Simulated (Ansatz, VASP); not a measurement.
## Two plane-wave programs on GaCo

Contents of INCAR:

```
ALGO = Normal
EDIFF = 1E-6
ENCUT = 520
ISIF = 2
ISMEAR = -5
ISPIN = 2
LASPH = True
LCHARG = False
LDAU = True
LDAUJ = 0 0
LDAUL = -1 2
LDAUPRINT = 1
LDAUTYPE = 2
LDAUU = 0 6.2
LMAXMIX = 4
LMIXTAU = True
LORBIT = 11
LREAL = False
LWAVE = False
MAGMOM = 0 2
METAGGA = R2SCAN
NBANDS = 22
NELM = 150
PREC = Accurate
SIGMA = 0.1
```

The input KPOINTS:

```
k-points
0
Gamma
  9 9 9
```

POSCAR

```
GaCo
1.0
    2.8970601581      0.0000000000      0.0000000000
    0.0000000000      2.8970601581      0.0000000000
    0.0000000000      0.0000000000      2.8970601581
Ga Co
1 1
Direct
    0.5000000000      0.5000000000      0.5000000000
    0.0000000000      0.0000000000      0.0000000000
```

File input.yaml:

```yaml
crystal:
  lattice:
    - [2.8970601581, 0.0, 0.0]
    - [0.0, 2.8970601581, 0.0]
    - [0.0, 0.0, 2.8970601581]
  atoms:
    - { symbol: Ga, position: [0.5, 0.5, 0.5] }
    - { symbol: Co, position: [0.0, 0.0, 0.0], spin: 2.0 }
hamiltonian:
  xc: r2scan
  pseudopotentials: { kind: paw }
  hubbard:
    sites: [{ species: Co, l: d, u_eff: 6.2 }]
    projectors: all-electron-atomic
magnetization:
  spin_polarized: true
kpoints:
  mp_grid: { grid: [9, 9, 9] }
scf:
  occupations: { method: tetrahedron }
output:
  forces: true
  stress: true
```

Alike in both runs: task single point; functional r2SCAN; k mesh 9 × 9 × 9; occupations tetrahedron; collinear spin; Hubbard terms Co d U = 6.2 eV.

|  | VASP | Ansatz |
| --- | --- | --- |
| version | VASP 6.6.1 | Ansatz 0.2.0 |
| potentials or method | VASP PAW PBE potentials, release 64 (Ga_d, Co) | Ansatz PAW |
| plane-wave cutoff (eV) | 520 | 500 |
| valence electrons in the cell | 22 | 30 |

```tsv
	VASP	Ansatz	Ansatz less VASP
gap on the k mesh at the Fermi level (eV)	none	none	-
pressure (GPa)	20.0	25.5	+5.52
net moment per atom (μB)	0.97	0.95	-0.019
size of the moment on the site where the two differ most (μB)	1.96	1.86	-0.102
```

Site moments also hang on the region over which each program counts them. The programs project onto different local orbitals, so the same U acts differently. A gap of «none» marks a metal or a gap that the smearing closes. The two sets of potentials don't hold the same shells in valence.

Caveats: the U is typed as a test and isn't derived for this compound; the PAW data sets were made with another functional, which shifts forces and pressure a little (VASP); tetrahedron occupations give inexact forces and stress in metals (VASP); the magnetic or orbital state may not be the lowest (Ansatz); the PAW data sets come from PBE, with cores solved anew for the run's functional, which leaves a small shift of forces and pressure (Ansatz); with tetrahedron occupations forces and stress needn't match the slope of the energy (Ansatz). The state reached can hang on the start; a lower one may exist.
